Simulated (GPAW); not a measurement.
## V in GPAW: the effect of target pressure

The system is V.

```
CELL_PARAMETERS angstrom
-1.51435 1.51435 1.51435
1.51435 -1.51435 1.51435
1.51435 1.51435 -1.51435
ATOMIC_POSITIONS crystal
V 0.00000 0.00000 0.00000
```

Alike in all runs:

- Program: GPAW 26.7.0
- Task: relaxation of cell and atoms
- Functional: LDA
- Potentials or basis: the program's PAW data sets (release 1.2.1) made for this functional
- Cutoff: 600 eV
- Basis: pw
- k mesh: 12 × 12 × 12
- Occupations: fermi-dirac, width 0.05 eV
- Spin: collinear spin, ferromagnetic start
- Starting moments: [2.0] μB

Each run relaxes the cell or the atoms first.

```tsv
target pressure	target pressure	relaxed volume (Å³/atom)
0 GPa	-	12.55
2 GPa	2 GPa	12.43
5 GPa	5 GPa	12.26
10 GPa	10 GPa	12.00
20 GPa	20 GPa	11.55
30 GPa	30 GPa	?
```

Q: What does the run with target pressure 30 GPa give?

A: Relaxed volume 11.17 Å³/atom.

Worked out: In Murnaghan's law V^(-B') rises as a straight line in P. The other rows fit best with B' = 3.8, V0 = 12.55 Å³/atom and B0 = 205 GPa, which gives 11.17 Å³/atom at 30 GPa, against the run's 11.17.

Caveats: each step starts from the last one's moments, so a moment once lost doesn't come back; later steps reuse the first step's grids; the volume moved by over 15 % at a fixed basis, so the end points are rough (some runs).

Runs at the PBE level aren't shown here.
